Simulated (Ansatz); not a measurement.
Runs of Ansatz 0.2.0 on Ga. Symmetry: I4/mmm, No. 139, tetragonal system. Conventional cell: a = 2.769 Å, b = 2.769 Å, c = 4.622 Å, α = 90.00°, β = 90.00°, γ = 90.00°. Ga (site symmetry 4/mmm) has 12 Ga at 2.77 to 3.03 Å as nearest neighbours. This isn't the form of Ga at room conditions, which is orthorhombic.

```csv
task,potentials or basis,spin,cell,k mesh,cutoff (eV),basis error allowed,pressure (GPa)
band structure,"all-electron LAPW, non-relativistic",off,as given,13 × 13 × 13,237,0.001 eV/atom,(a)
single point,"all-electron LAPW, scalar-relativistic",off,strain_z = 0,13 × 13 × 13,238,0.001 eV/atom,-0.3
band structure,"all-electron LAPW, scalar-relativistic",off,as given,13 × 13 × 13,238,0.001 eV/atom,-0.3
band structure,"all-electron LAPW, relativistic spinors","SOC, no magnetisation",as given,10 × 10 × 10,238,0.001 eV/atom,0.1
band structure,all-electron PAW datasets made for the crystal,off,as given,13 × 13 × 13,240,-,-0.3
```

Alike in all rows: level PBEsol; smearing fermi-dirac 0.05 eV.

Fill in the values left out.

(a) 0.0.

Caveats: relativity is left out, which matters for the heavier elements (some runs); the k mesh is thin for a metal, which can move the energy by tens of meV per atom (some runs).

The runs don't all hold the same shells in valence.
